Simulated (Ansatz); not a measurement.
The system is TePb.

```
CELL_PARAMETERS angstrom
0.00000 3.23100 3.23100
3.23100 0.00000 3.23100
3.23100 3.23100 0.00000
ATOMIC_POSITIONS crystal
Pb 0.00000 0.00000 0.00000
Te 0.50000 0.50000 0.50000
```

| Item | Value |
| --- | --- |
| Program | Ansatz 0.2.0 |
| Task | relaxation of cell and atoms |
| Functional | PBEsol |
| Dispersion | D3(BJ) |
| Potentials or basis | Ansatz PAW |
| Cutoff | 420 eV (not typed: the program's choice for these potentials) |
| k mesh | 7 × 7 × 7 |
| Occupations | fermi-dirac, width 0.05 eV |
| Spin | no spin polarisation |

At the start: volume 33.73 Å³/atom.

Task: How do energy, volume and symmetry change on relaxing?

Result: It ends after 5 steps and the volume is 31.99 Å³/atom (-5.2 %); space group Fm-3m (No. 225, to 0.05 Å).

The path:
```tsv
step	energy change (eV)	largest force (eV/Å)	volume (Å³)
1	0.0000	0.0000	67.46
2	-0.0242	0.0000	62.86
3	-0.0271	0.0000	64.09
4	-0.0272	0.0000	63.98
5	-0.0267	0.0000	63.98
```

Final structure:
```cif
data_structure
_symmetry_space_group_name_H-M 'P 1'
_symmetry_Int_Tables_number 1
_cell_length_a 4.4895
_cell_length_b 4.4895
_cell_length_c 4.4895
_cell_angle_alpha 60.000
_cell_angle_beta 60.000
_cell_angle_gamma 60.000
_cell_volume 63.98
loop_
_atom_site_label
_atom_site_type_symbol
_atom_site_fract_x
_atom_site_fract_y
_atom_site_fract_z
_atom_site_occupancy
Pb1 Pb 0.00000 0.00000 0.00000 1
Te1 Te 0.50000 0.50000 0.50000 1
```

Caveat: the plane-wave basis is chosen anew once the cell has moved, so the energies of steps on either side of that aren't comparable; the PAW data sets come from PBE, with cores solved anew for the run's functional, which leaves a small shift of forces and pressure.
